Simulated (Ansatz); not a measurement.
# Property card for Au

These are results of Ansatz 0.2.0, DFT r2SCAN, scalar-relativistic, plane waves, PAW, not measurements.

Cutoff 500 eV; k points 18×18×10 on the computed 2-atom cell (Γ-centred); Gaussian smearing, width 0.10 eV; no spin polarisation.

The structure is relaxed at this level of theory with its symmetry kept. This form isn't the element's structure at ambient conditions.

The structure is hexagonal, space group P6_3/mmc (No. 194). Conventional cell: a = 2.890 Å, b = 2.890 Å, c = 4.865 Å, α = 90.00°, β = 90.00°, γ = 120.00°. Au (site symmetry -6m2) is surrounded by 12 Au at 2.89 to 2.95 Å.

```
Volume per atom                                                   : 118.8 bohr³
Formation energy from the elements' standard states (uncorrected) : +0.010 eV/atom
Generalised Kohn–Sham band gap                                    : none (metal)
Density of states at the Fermi level                              : 0.57 states/eV per cell
Löwdin character within 0.5 eV of the Fermi level                 : Au 6s 46 %, Au 5d 30 %, unprojected 24 %
Bulk modulus                                                      : 148 GPa
Its pressure derivative                                           : 5.8
Bader charges (e)                                                 : Au (2 in the cell) 0.00
```

Spin-orbit coupling is left out, which matters for the bands of heavy elements.